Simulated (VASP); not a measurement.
# Si (Pm-3m) in VASP: relaxation of cell and atoms with PBE

Aim: the relaxation of cell and atoms of Si with PBE.

All numbers are computed with VASP 6.6.1; they aren't measurements. Logs are shortened: lines on timing, memory, paths and dates and some standing lists are left out, and cuts for length are marked.

## Step 1: The structure

It takes space group Pm-3m (No. 221, cubic). The conventional cell has a = 2.532 Å, b = 2.532 Å, c = 2.532 Å, α = 90.00°, β = 90.00°, γ = 90.00°. Si (site symmetry m-3m) is surrounded by 6 Si at 2.53 Å.

The cell was built by a generator and needn't be a form met in nature.

## Step 2: Relaxation of cell and atoms, PBE

Input file INCAR:

```
SYSTEM = Si
ALGO = Normal
EDIFF = 1E-7
EDIFFG = -0.01
ENCUT = 600
GGA = PE
IBRION = 2
ISIF = 3
ISMEAR = 0
LASPH = .TRUE.
LCHARG = .FALSE.
LREAL = .FALSE.
LWAVE = .FALSE.
NELM = 100
NSW = 40
PREC = Accurate
SIGMA = 0.05
```

Input file KPOINTS:

```
k-points
0
G
  10 10 10
  0 0 0
```

Input file POSCAR:

```
Si
1.0
    2.5321100000      0.0000000000      0.0000000000
    0.0000000000      2.5321100000      0.0000000000
    0.0000000000      0.0000000000      2.5321100000
Si
1
Direct
    0.5000000000      0.5000000000      0.5000000000
```

Potentials or basis: VASP PAW PBE potentials, release 64 (Si).

The run is started by

```bash
$ cat potpaw_PBE.64/Si/POTCAR > POTCAR
$ mpirun -np 1 vasp_std > vasp.out
```

OUTCAR:

```text
SYSTEM = Si
   EDIFF = 1E-7
   EDIFFG = -0.01
   ENCUT = 600
   GGA = PE
   IBRION = 2
   ISIF = 3
   ISMEAR = 0
   LASPH = .TRUE.
   LREAL = .FALSE.
   NELM = 100
   NSW = 40
   PREC = Accurate

 ion  position               nearest neighbor table
   1  0.500  0.500  0.500-

  LATTYP: Found a simple cubic cell.
 ALAT       =     2.5321100000

  Lattice vectors:

 A1 = (   2.5321100000,   0.0000000000,   0.0000000000)
 A2 = (   0.0000000000,   2.5321100000,   0.0000000000)
 A3 = (   0.0000000000,   0.0000000000,   2.5321100000)

Analysis of symmetry for initial positions (statically):
=====================================================================
 Subroutine PRICEL returns:
 Original cell was already a primitive cell.

 Routine SETGRP: Setting up the symmetry group for a
 simple cubic supercell.

 Subroutine GETGRP returns: Found 48 space group operations
 (whereof 48 operations were pure point group operations)
 out of a pool of 48 trial point group operations.

The static configuration has the point symmetry O_h .

Analysis of symmetry for dynamics (positions and initial velocities):
=====================================================================
 Subroutine PRICEL returns:
 Original cell was already a primitive cell.

 Routine SETGRP: Setting up the symmetry group for a
 simple cubic supercell.

 Subroutine GETGRP returns: Found 48 space group operations
 (whereof 48 operations were pure point group operations)
 out of a pool of 48 trial point group operations.

The dynamic configuration has the point symmetry O_h .

 Subroutine INISYM returns: Found 48 space group operations
 (whereof 48 operations are pure point group operations),
 and found     1 'primitive' translations

----------------------------------------------------------------------------------------

                                     Primitive cell

  volume of cell :      16.2348

  direct lattice vectors                    reciprocal lattice vectors
     2.532110000  0.000000000  0.000000000     0.394927551  0.000000000  0.000000000
     0.000000000  2.532110000  0.000000000     0.000000000  0.394927551  0.000000000
     0.000000000  0.000000000  2.532110000     0.000000000  0.000000000  0.394927551

  length of vectors
     2.532110000  2.532110000  2.532110000     0.394927551  0.394927551  0.394927551
[... 85 lines left out ...]
   ISIF   =      3    stress and relaxation
   ISYM   =      2    0-nonsym 1-usesym 2-fastsym
   POTIM  = 0.5000    time-step for ionic-motion
   TEBEG  =    0.0;   TEEND  =   0.0 temperature during run
   PSTRESS=    0.0 pullay stress
   NELECT =       4.0000    total number of electrons
   NUPDOWN=      -1.0000    fix difference up-down
   EMIN   =  10.00;   EMAX   =-10.00  energy-range for DOS
   EFERMI =   0.00;   METHOD = LEGACY
   ISMEAR =     0;   SIGMA  =   0.05  broadening in eV -4-tet -1-fermi 0-gaus
   EFERMI_NEDOS =   21; number of points for ismear=-14 and -15
   IALGO  =     38    algorithm
   IMIX   =      4    mixing-type and parameters
     AMIX     =   0.40;   BMIX     =  1.00
     AMIX_MAG =   1.60;   BMIX_MAG =  1.00
  volume/ion in A,a.u.               =      16.23       109.56
  Fermi-wavevector in a.u.,A,eV,Ry     =   1.026311  1.939446 14.331207  1.053314
  Thomas-Fermi vector in A             =   2.160197
   LORBIT       =      0    0 simple, 1 ext, 2 COOP (PROOUT), +10 PAW based schemes
   GGA     = PE    functional components
   LHFCALC =     F    Hartree Fock is set to
   AEXX    =    0.0000 exact exchange contribution
   IVDW    =     0    specifies the selected vdW correction
   LEPSILON=     F    determine dielectric tensor
   LRPA    =     F    only Hartree local field effects (RPA)
 conjugate gradient relaxation of ions
 non-spin polarized calculation
 Gauss-broadening in eV      SIGMA  =   0.05
  energy-cutoff  :      600.00
  volume of cell :       16.23
 maximum number of plane-waves:       554
   NGX = 11   NGY = 11   NGZ = 11

--------------------------------------- Ionic step        1  -------------------------------------------

 number of electron       4.0000000 magnetization

 Free energy of the ion-electron system (eV)
  ---------------------------------------------------
  ext. energy  EPLUGINS =         0.00000000
  ---------------------------------------------------
  free energy    TOTEN  =        -5.10824315 eV

  energy without entropy =       -5.10787045  energy(sigma->0) =       -5.10805680

------------------------ aborting loop because EDIFF is reached ----------------------------------------

  FORCE on cell =-STRESS in cart. coord.  units (eV):
  Direction    XX          YY          ZZ          XY          YZ          ZX
  --------------------------------------------------------------------------------------
  -------------------------------------------------------------------------------------
  Total        0.0268279      0.0268279      0.0268279     -0.0000000     -0.0000000      0.0000000
  in kB        2.6475838      2.6475838      2.6475838     -0.0000000     -0.0000000      0.0000000
  external PRESSURE =       2.6475838 kB  Pullay stress =       0.0000000 kB
[... 57 lines left out ...]
--------------------------------------- Ionic step        3  -------------------------------------------

 number of electron       4.0000000 magnetization

 Free energy of the ion-electron system (eV)
  ---------------------------------------------------
  ext. energy  EPLUGINS =         0.00000000
  ---------------------------------------------------
  free energy    TOTEN  =        -5.10827631 eV

  energy without entropy =       -5.10791160  energy(sigma->0) =       -5.10809395

 E-fermi :   8.1351     XC(G=0): -10.5944

 val. band max:        8.1166045193   @ k =   0.5000   0.5000   0.4000
 cond. band min:       8.5221605273   @ k =   0.4000   0.4000   0.4000
 fundamental gap:      0.4055560079
 Fermi energy:         8.1350952520

 k-point     1 :       0.0000    0.0000    0.0000
  band No.  band energies     occupation
      1      -4.9423      2.00000
      2      15.6500      0.00000
      3      15.6500      0.00000
      4      15.8614      0.00000
      5      15.8614      0.00000
      6      15.8614      0.00000
[... 199 lines left out ...]
 k-point    24 :       0.3000    0.1000    0.1000
  band No.  band energies     occupation
      1      -2.5428      2.00000
      2       6.3150      2.00000
      3      13.6088      0.00000
      4      15.7432      0.00000
      5      21.5503      0.00000
      6      23.2715      0.00000

 [... further k-points ...]
[... 5 lines left out ...]
  --------------------------------------------------------------------------------------
  -------------------------------------------------------------------------------------
  Total        0.0004177      0.0004177      0.0004177     -0.0000000      0.0000000      0.0000000
  in kB        0.0411228      0.0411228      0.0411228     -0.0000000      0.0000000      0.0000000
  external PRESSURE =       0.0411228 kB  Pullay stress =       0.0000000 kB
[... 16 lines left out ...]
  FREE ENERGIE OF THE ION-ELECTRON SYSTEM (eV)
  ---------------------------------------------------
  free  energy   TOTEN  =        -5.1082763077 eV

  energy  without entropy=       -5.1079116007  energy(sigma->0) =       -5.10809395

 reached required accuracy - stopping structural energy minimisation
```

OSZICAR:

```text
N       E                     dE             d eps       ncg     rms          rms(c)
DAV:   1     0.255161697566E+00    0.25516E+00   -0.18682E+03   672   0.599E+02
DAV:   2    -0.506343322425E+01   -0.53186E+01   -0.50281E+01   930   0.490E+01
DAV:   3    -0.510627768947E+01   -0.42844E-01   -0.42761E-01   888   0.518E+00
DAV:   4    -0.510635585252E+01   -0.78163E-04   -0.78164E-04  1002   0.238E-01
[... 13 lines left out ...]
       N       E                     dE             d eps       ncg     rms          rms(c)
DAV:   1    -0.510827962801E+01   -0.12629E-04   -0.19070E-04   786   0.768E-02    0.109E-02
DAV:   2    -0.510827735913E+01    0.22689E-05   -0.14115E-06   750   0.111E-02    0.624E-03
DAV:   3    -0.510827629750E+01    0.10616E-05   -0.18369E-06   756   0.751E-03    0.270E-03
DAV:   4    -0.510827630768E+01   -0.10181E-07   -0.72227E-09   396   0.885E-04
   3 F= -.51082763E+01 E0= -.51080940E+01  d E =-.331568E-04
```

It took 3.8 s on 1 thread of Intel Xeon 6975P-C (Granite Rapids), shared host; peak memory 0.11 GiB.

Results:

```yaml
Free_energy: -5.1083 eV
Relaxed_volume: 16.28 Å³/atom
Relaxed_cell: a = 2.534 Å, b = 2.534 Å, c = 2.534 Å, α = 90.00°, β = 90.00°, γ = 90.00°
Space_group_after_relaxing_to_0.05_Å: Pm-3m (No. 221)
Energy_gained_by_relaxing: 0.0 meV/atom
Ionic_steps: 3
Pressure_after_relaxing: 0.0 GPa
Band_gap_on_the_k_mesh: none (metal or under the smearing width)
```

Final structure:
```cif
data_structure
_symmetry_space_group_name_H-M 'P 1'
_symmetry_Int_Tables_number 1
_cell_length_a 2.5342
_cell_length_b 2.5342
_cell_length_c 2.5342
_cell_angle_alpha 90.000
_cell_angle_beta 90.000
_cell_angle_gamma 90.000
_cell_volume 16.28
loop_
_atom_site_label
_atom_site_type_symbol
_atom_site_fract_x
_atom_site_fract_y
_atom_site_fract_z
_atom_site_occupancy
Si1 Si 0.50000 0.50000 0.50000 1
```

Levels at points of the mesh, in eV from the Fermi level:
| k point | band 1 | band 2 | band 3 | band 4 | band 5 | band 6 |
| --- | --- | --- | --- | --- | --- | --- |
| (0.00, 0.00, 0.00) | -13.08 | 7.51 | 7.51 | 7.73 | 7.73 | 7.73 |
| (0.50, 0.00, 0.00) | -8.51 | -6.42 | 10.13 | 11.08 | 11.08 | 14.63 |
| (0.50, 0.50, 0.00) | -3.42 | -2.79 | -2.79 | 1.59 | 14.32 | 17.24 |
| (0.50, 0.50, 0.50) | 0.62 | 0.62 | 0.62 | 3.56 | 5.21 | 5.21 |

## Step 3: For comparison

An earlier run on the cell as given: functional PBE; potentials or basis VASP PAW PBE potentials, release 64 (Si); cutoff 520 eV; k mesh 10 × 10 × 10; occupations fermi-dirac, width 0.05 eV; no spin polarisation.

* Pressure: 0.2 GPa
* Band gap on the k mesh: none (metal or under the smearing width)
